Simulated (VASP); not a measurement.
A run of VASP 6.6.1 is set up as follows.

The input INCAR:

```
SYSTEM = BaTe
PREC = Accurate
ENCUT = 520
EDIFF = 1E-6
ISMEAR = 0
SIGMA = 0.02
LREAL = .FALSE.
LASPH = .TRUE.
NELM = 80
ALGO = Normal
ISIF = 2
LWAVE = .FALSE.
LCHARG = .FALSE.
GGA = PE
NBANDS = 15
```

Contents of KPOINTS:

```
Automatic mesh
0
G
  6 6 6
  0 0 0
```

File POSCAR:

```
BaTe
1.0
    0.0000000000      3.4100000000      3.4100000000
    3.4100000000      0.0000000000      3.4100000000
    3.4100000000      3.4100000000      0.0000000000
Ba Te
1 1
Direct
    0.0000000000      0.0000000000      0.0000000000
    0.5000000000      0.5000000000      0.5000000000
```

KPOINTS_OPT

```
path GXWKGLUWLK,UX
10
line-mode
reciprocal
 0.0000000000  0.0000000000  0.0000000000  G
 0.5000000000  0.0000000000  0.5000000000  X

 0.5000000000  0.0000000000  0.5000000000  X
 0.5000000000  0.2500000000  0.7500000000  W

 0.5000000000  0.2500000000  0.7500000000  W
 0.3750000000  0.3750000000  0.7500000000  K

 0.3750000000  0.3750000000  0.7500000000  K
 0.0000000000  0.0000000000  0.0000000000  G

 0.0000000000  0.0000000000  0.0000000000  G
 0.5000000000  0.5000000000  0.5000000000  L

 0.5000000000  0.5000000000  0.5000000000  L
 0.6250000000  0.2500000000  0.6250000000  U

 0.6250000000  0.2500000000  0.6250000000  U
 0.5000000000  0.2500000000  0.7500000000  W

 0.5000000000  0.2500000000  0.7500000000  W
 0.5000000000  0.5000000000  0.5000000000  L

 0.5000000000  0.5000000000  0.5000000000  L
 0.3750000000  0.3750000000  0.7500000000  K

 0.6250000000  0.2500000000  0.6250000000  U
 0.5000000000  0.0000000000  0.5000000000  X
```

Potentials or basis: VASP PAW PBE potentials, release 64 (Ba_sv, Te).

The run is started by

```console
$ cat potpaw_PBE.64/Ba_sv/POTCAR potpaw_PBE.64/Te/POTCAR > POTCAR
$ mpirun -np 1 vasp_std > vasp.out
```

(1) Estimate the band gap on the k mesh.

(2) Predict the pressure.

Answers

(1) 1.33 eV, indirect (least direct gap 1.71 eV).

(2) 4.3 GPa.

Caveat: spin-orbit coupling is left out, which moves the levels of the heavy elements.
